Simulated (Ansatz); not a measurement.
# W13S25: the cost of one run

Program: Ansatz 0.2.0. Level of theory: DFT PBE, scalar-relativistic, plane waves, PAW. These are calculated values, not measurements.

5 further runs of the same task are left out: 1 that didn't finish, 4 set aside as unsound or not needed.

## 1. The starting structure

Symmetry: R3m, No. 160, trigonal system. The conventional cell has a = 3.188 Å, b = 3.188 Å, c = 22.423 Å, α = 90.00°, β = 90.00°, γ = 120.00°. Around W (site symmetry 3m) lie 6 S at 2.42 Å. Around S (site symmetry 3m) lie 3 W at 2.42 Å.

Structure file:

```xyz
3
Lattice="1.5939 0.9202 7.4744 -1.5939 0.9202 7.4744 0.0000 -1.8404 7.4744" Properties=species:S:1:pos:R:3 pbc="T T T"
W     0.0000    0.0000    0.0152
S     0.0000    0.0000    9.0607
S     0.0000    0.0000    5.9186
```

It goes back to an entry of the Materials Project, which need not be the stable form.

This cell was relaxed beforehand with the same method: volume 21.93 Å³/atom, gap on the mesh 1.64 eV.

The host's static dielectric tensor, from an earlier linear-response run, has a mean of 8.80.

The perfect supercell (rows 2 -2 -1; -2 -1 2; -1 2 -2 in vectors of this cell) was computed beforehand with the same settings: E(σ→0) = -158488.7528 eV for 39 atoms, gap 2.06 eV on its own mesh.

## 2. Making the defect

The atom at (0.904, 0.519, 0.365) of the supercell is taken out. A small random displacement (spread 0.05 Å) lets the symmetry of the site break. Its neighbours are 3 W at 2.42 Å.

## 3. Relaxing the defect, charge 0

File input.yaml:

```yaml
crystal:
  lattice:
    - [6.3754946469, 1.8404467753, -7.4744493329]
    - [-1.5938736617, -6.4415637136, -7.4744493329]
    - [-4.7816209852, 4.6011169382, -7.4744493329]
  atoms:
    - { symbol: W, position: [0.3070148585, 0.9223994739, 0.76855332] }
    - { symbol: W, position: [0.6147071662, 0.845476397, 0.5377840893] }
    - { symbol: W, position: [0.2300917816, 0.6916302431, 0.0762456277] }
    - { symbol: W, position: [0.5377840893, 0.6147071662, 0.845476397] }
    - { symbol: W, position: [0.1640719544, 0.4627044114, 0.3798143251] }
    - { symbol: W, position: [0.0762456277, 0.2300917816, 0.6916302431] }
    - { symbol: W, position: [0.9241580895, 0.7775695838, 0.3021010304] }
    - { symbol: W, position: [0.8419252076, 0.5348129581, 0.6213409115] }
    - { symbol: W, position: [0.4608610123, 0.3839379354, 0.1531687046] }
    - { symbol: W, position: [0.76855332, 0.3070148585, 0.9223994739] }
    - { symbol: W, position: [0.3839379354, 0.1531687046, 0.4608610123] }
    - { symbol: W, position: [0.9993225508, 0.9993225508, 0.9993225508] }
    - { symbol: W, position: [0.6916302431, 0.0762456277, 0.2300917816] }
    - { symbol: S, position: [0.2113103447, 0.4420795755, 0.1343872678] }
    - { symbol: S, position: [0.8266949601, 0.2882334216, 0.6728488062] }
    - { symbol: S, position: [0.1343872678, 0.2113103447, 0.4420795755] }
    - { symbol: S, position: [0.7497718831, 0.0574641908, 0.9805411139] }
    - { symbol: S, position: [0.6728488062, 0.8266949601, 0.2882334216] }
    - { symbol: S, position: [0.5190026524, 0.3651564985, 0.903618037] }
    - { symbol: S, position: [0.4420795755, 0.1343872678, 0.2113103447] }
    - { symbol: S, position: [0.0574641908, 0.9805411139, 0.7497718831] }
    - { symbol: S, position: [0.3651564985, 0.903618037, 0.5190026524] }
    - { symbol: S, position: [0.9805411139, 0.7497718831, 0.0574641908] }
    - { symbol: S, position: [0.5959257293, 0.5959257293, 0.5959257293] }
    - { symbol: S, position: [0.2882334216, 0.6728488062, 0.8266949601] }
    - { symbol: S, position: [0.0437440276, 0.659128643, 0.5052824891] }
    - { symbol: S, position: [0.3514363353, 0.5822055661, 0.2745132584] }
    - { symbol: S, position: [0.9668209507, 0.4283594122, 0.8129747968] }
    - { symbol: S, position: [0.2745132584, 0.3514363353, 0.5822055661] }
    - { symbol: S, position: [0.8898978737, 0.1975901814, 0.1206671045] }
    - { symbol: S, position: [0.8129747968, 0.9668209507, 0.4283594122] }
    - { symbol: S, position: [0.659128643, 0.5052824891, 0.0437440276] }
    - { symbol: S, position: [0.5822055661, 0.2745132584, 0.3514363353] }
    - { symbol: S, position: [0.1975901814, 0.1206671045, 0.8898978737] }
    - { symbol: S, position: [0.5052824891, 0.0437440276, 0.659128643] }
    - { symbol: S, position: [0.1206671045, 0.8898978737, 0.1975901814] }
    - { symbol: S, position: [0.7360517199, 0.7360517199, 0.7360517199] }
    - { symbol: S, position: [0.4283594122, 0.8129747968, 0.9668209507] }
  host:
    lattice:
      - [1.5938736617, 0.9202233877, 7.4744493329]
      - [-1.5938736617, 0.9202233877, 7.4744493329]
      - [0.0, -1.8404467753, 7.4744493329]
    atoms:
      - { symbol: W, position: [0.0006774492, 0.0006774492, 0.0006774492] }
      - { symbol: S, position: [0.4040742707, 0.4040742707, 0.4040742707] }
      - { symbol: S, position: [0.2639482801, 0.2639482801, 0.2639482801] }
basis:
  ecutwfc: 420
  xc_grid: 2
kpoints:
  mp_grid: { grid: [2, 2, 2], shift: [0.5, 0.5, 0.5] }
hamiltonian:
  xc: pbe
scf:
  occupations: { method: gaussian, width: 0.01 }
output:
  forces: true
  stress: false
  eigenvalues: true
  charged_corrections:
    defect_position: [0.90361804, 0.51900265, 0.3651565]
    epsilon: [[11.5894, 0.0, 0.0], [0.0, 11.5894, 0.0], [0.0, 0.0, 3.2072]]
relax:
  adjacent_minimum: "off"
  f_tol: 0.025
  max_steps: 45
```

Command:

```
$ ansatz run input.yaml --threads 4 --pin off --max-ram 10240MiB --backend cpu --events-out ev --progress --plain --runs-dir out
```

What time and memory should one allow on 4 threads of Intel Xeon Platinum 8259CL at 2.50GHz (Skylake/Cascade Lake), shared host?

About 2.4 min, with a peak of 3.3 GiB.
